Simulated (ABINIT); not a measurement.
Here is an ABINIT 10.8.3 (patched build) calculation.

File run.abi:

```
# Pseudopotentials
pp_dirpath "./"
pseudos "W.upf"

# Structure
acell 2.7407019351 2.7407019351 2.7407019351 Angstrom
rprim
    -0.5773502692     0.5773502692     0.5773502692
     0.5773502692    -0.5773502692     0.5773502692
     0.5773502692     0.5773502692    -0.5773502692
ntypat 1
znucl 74
natom 1
typat 1
xred
     0.0000000000     0.0000000000     0.0000000000

# Plane-wave basis
ecut 1006.821291 eV

# k points
kptopt 1
ngkpt 12 12 12
nshiftk 1
shiftk 0.0 0.0 0.0

# Exchange and correlation
ixc -116133

# Bands and occupations
nband 11
occopt 3
tsmear 0.00183747

# SCF cycle
nstep 100
tolvrs 1.0e-10

# Output
iomode 3
prtwf 0
prtden 0
prteig 0
prtebands 0
enunit 2
```

Potentials or basis: PseudoDojo NC SR PBEsol v0.4.1 standard.

Run with:

```sh
$ abinit run.abi > log 2>&1
```

(1) What does it give for the pressure?

(2) Predict the band gap on the k mesh.

## Answers

(1) -2.8 GPa.

(2) none (metal or under the smearing width).
